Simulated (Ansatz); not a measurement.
# NaH, one cell by several methods

```
Na H
1.0
     0.00000    2.41556    2.41556
     2.41556    0.00000    2.41556
     2.41556    2.41556    0.00000
Na H
1 1
Direct
  0.00000 0.00000 0.00000
  0.50000 0.50000 0.50000
```

Atoms are numbered in the order listed.

The structure comes from a relaxation in the same program, started in the rocksalt type, and has space group Fm-3m. Whether it is a known phase or the ground state wasn't checked.

All numbers are computed: DFT, PBE, PAW with Ansatz's default frozen-core files, scalar-relativistic (Ansatz 0.2.0); DFT, PBE, all-electron LAPW, scalar-relativistic (Ansatz 0.2.0).

For PAW: a Γ-centred 12×12×12 k mesh, Fermi–Dirac smearing of 0.08 eV, cutoff 420 eV, no spin polarisation. LAPW targets a basis error of 0.5 meV/atom. The Ansatz runs share mesh, smearing and spin set-up. Plane-wave (PAW) pressures include the program's estimate of the Pulay term.

Stress and pressure are positive in compression.

Levels count from the top of the valence band.

PAW results:

| quantity | PAW |
| --- | --- |
| pressure (GPa) | 0.01 |
| band gap (eV) | 3.764 |
| highest filled level at Γ (eV) | -3.613 |
| lowest empty level at Γ (eV) | 10.430 |
| highest filled level at K (eV) | -0.114 |
| lowest empty level at K (eV) | 5.328 |

**Question.** What does all-electron LAPW give for the same quantities?

**Answer.** 
```tsv
quantity	LAPW
pressure (GPa)	0.03
band gap (eV)	3.764
highest filled level at Γ (eV)	-3.612
lowest empty level at Γ (eV)	10.429
highest filled level at K (eV)	-0.114
lowest empty level at K (eV)	5.332
```
